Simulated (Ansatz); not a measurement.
Set up this calculation in Ansatz 0.2.0, as the native input.

| Quantity | Value |
| --- | --- |
| Task | relaxation of cell and atoms |
| Functional | BLYP |
| Dispersion | D4 |
| Potentials or basis | Ansatz PAW |
| Cutoff | 420 eV (not typed: the program's choice for these potentials) |
| k mesh | 10 × 10 × 6 |
| Occupations | fermi-dirac, width 0.05 eV |
| Spin | no spin polarisation |

Crystal: AlN.

```
CELL_PARAMETERS angstrom
3.11300 0.00000 0.00000
-1.55650 2.69594 0.00000
0.00000 0.00000 4.98100
ATOMIC_POSITIONS crystal
Al 0.66667 0.33333 0.50000
Al 0.33333 0.66667 0.00000
N 0.66667 0.33333 0.88000
N 0.33333 0.66667 0.38000
```

The input as run:

input.yaml

```yaml
crystal:
  lattice:
    - [3.113, 0.0, 0.0]
    - [-1.5565, 2.695937082, 0.0]
    - [0.0, 0.0, 4.981]
  atoms:
    - { symbol: Al, position: [0.6666666667, 0.3333333333, 0.5] }
    - { symbol: Al, position: [0.3333333333, 0.6666666667, 0.0] }
    - { symbol: "N", position: [0.6666666667, 0.3333333333, 0.88] }
    - { symbol: "N", position: [0.3333333333, 0.6666666667, 0.38] }
hamiltonian:
  xc: blyp
  pseudopotentials: { kind: paw }
  dispersion: d4
kpoints:
  mp_grid: { grid: [10, 10, 6] }
scf:
  occupations: { method: fermi_dirac, width: 0.05 }
output:
  forces: true
  stress: true
relax:
  f_tol: 0.01
  max_steps: 40
  cell: { stress_tol: 0.05 }
```

Potentials or basis: Ansatz PAW.

Launch:

```sh
$ ansatz run input.yaml --threads 2 --pin off --max-ram 5632MiB --backend cpu --events-out ev --progress --plain --runs-dir out
```

Results of the run:

- Relaxed volume: 10.30 Å³/atom
- Relaxed cell: a = 3.094 Å, b = 3.094 Å, c = 4.967 Å, α = 90.00°, β = 90.00°, γ = 120.00°
- Space group after relaxing (to 0.05 Å): P6_3mc (No. 186)
- Energy gained by relaxing: 1.8 meV/atom
- Ionic steps: 8
- Pressure after relaxing: 0.0 GPa
- Band gap on the k mesh: 4.63 eV

Caveat: the plane-wave basis is chosen anew once the cell has moved, so the energies of steps on either side of that aren't comparable; the pressure holds a Pulay correction of +0.6 GPa for the finite cutoff; the PAW data sets come from PBE, with cores solved anew for the run's functional, which leaves a small shift of forces and pressure.

It took 50 s on 2 threads of Intel(R) Xeon(R) Processor @ 2.50GHz (Skylake/Cascade Lake), on a shared host, peak memory 0.37 GiB.
